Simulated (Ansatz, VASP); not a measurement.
# Al12N in VASP and in Ansatz

```
CELL_PARAMETERS angstrom
5.71430 0.00000 0.00000
0.00000 5.71430 0.00000
0.00000 0.00000 19.67502
ATOMIC_POSITIONS crystal
Al 0.25000 0.25000 0.20330
Al 0.25000 0.75000 0.20330
Al 0.75000 0.25000 0.20330
Al 0.75000 0.75000 0.20330
Al 0.00000 0.00000 0.30928
Al 0.00000 0.50000 0.30928
Al 0.50000 0.00000 0.30928
Al 0.50000 0.50000 0.30928
Al 0.25000 0.25000 0.41550
Al 0.25000 0.75000 0.41550
Al 0.75000 0.25000 0.41550
Al 0.75000 0.75000 0.41550
N 0.33333 0.33333 0.49718
```

Alike in both runs: functional PBE; k mesh 5 × 5 × 1; occupations gaussian, width 0.1 eV; no spin polarisation.

Ansatz relaxed the structure, and its values are those at the end. VASP's run is a single point on that final structure, the one shown.

```csv
,VASP,Ansatz
version,VASP 6.6.1,Ansatz 0.2.0
potentials or method,"VASP PAW PBE potentials, release 64 (Al, N)","scalar-relativistic, plane waves, PAW"
plane-wave cutoff (eV),520,420
valence electrons in the cell,41,41
```

```csv
,VASP,Ansatz,Ansatz less VASP
gap on the k mesh at the Fermi level (eV),none,none,-
rms of the force components (eV/Å),0.380,0.375,-0.0044
"work function, face that differs most (eV)",6.15,6.15,-0.003
```

A gap of «none» marks a metal or a gap that the smearing closes.
